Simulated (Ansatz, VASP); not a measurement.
## Two plane-wave programs on Mg

The input INCAR:

```
PREC     = Accurate       # precision mode
ENCUT    = 520            # plane-wave cutoff, eV
EDIFF    = 1E-6           # SCF threshold, eV
ISMEAR   = 0              # smearing method
SIGMA    = 0.1            # smearing width, eV
LREAL    = F              # projectors in reciprocal space
LASPH    = T              # aspherical terms in the spheres
NELM     = 100            # most SCF steps
ALGO     = Normal         # electronic algorithm
ISIF     = 2              # what is computed and relaxed
LWAVE    = F              # write WAVECAR
LCHARG   = T              # write CHGCAR
LELF     = T              # ELF
LVHAR    = T            
NBANDS   = 9              # bands
```

The input KPOINTS:

```
regular mesh
0
Gamma
  6 6 4
```

The input POSCAR:

```
Mg
1.0
    3.2093000000      0.0000000000      0.0000000000
   -1.6046500000      2.7793353284      0.0000000000
    0.0000000000      0.0000000000      5.2103000000
Mg
2
Direct
    0.3333333333      0.6666666667      0.2500000000
    0.6666666667      0.3333333333      0.7500000000
```

Input for Ansatz:

```yaml
crystal:
  lattice:
    - [3.2093, 0.0, 0.0]
    - [-1.60465, 2.7793353284, 0.0]
    - [0.0, 0.0, 5.2103]
  atoms:
    - { symbol: Mg, position: [0.3333333333, 0.6666666667, 0.25] }
    - { symbol: Mg, position: [0.6666666667, 0.3333333333, 0.75] }
basis:
  ecutwfc: 420
kpoints:
  mp_grid: { grid: [6, 6, 4] }
hamiltonian:
  xc: lda
scf:
  occupations: { method: gaussian, width: 0.1 }
output:
  forces: true
  stress: true
  eigenvalues: true
```

Alike in both runs: task single point; functional LDA; k mesh 6 × 6 × 4; occupations gaussian, width 0.1 eV; no spin polarisation.

```csv
,VASP,Ansatz
version,VASP 6.6.1,Ansatz 0.2.0
potentials or method,"VASP PAW LDA potentials, release 64 (Mg)","scalar-relativistic, plane waves, PAW"
plane-wave cutoff (eV),520,420
valence electrons in the cell,4,20
```

```csv
,VASP,Ansatz,Ansatz less VASP
gap on the k mesh at the Fermi level (eV),none,none,-
pressure (GPa),-2.8,-2.5,+0.31
largest component of the traceless stress (GPa),0.09,0.10,+0.007
```

A gap of «none» marks a metal or a gap that the smearing closes. The two sets of potentials don't hold the same shells in valence.

Caveats: the k mesh is coarse (spacing up to 0.38 Å⁻¹), so the values aren't converged.
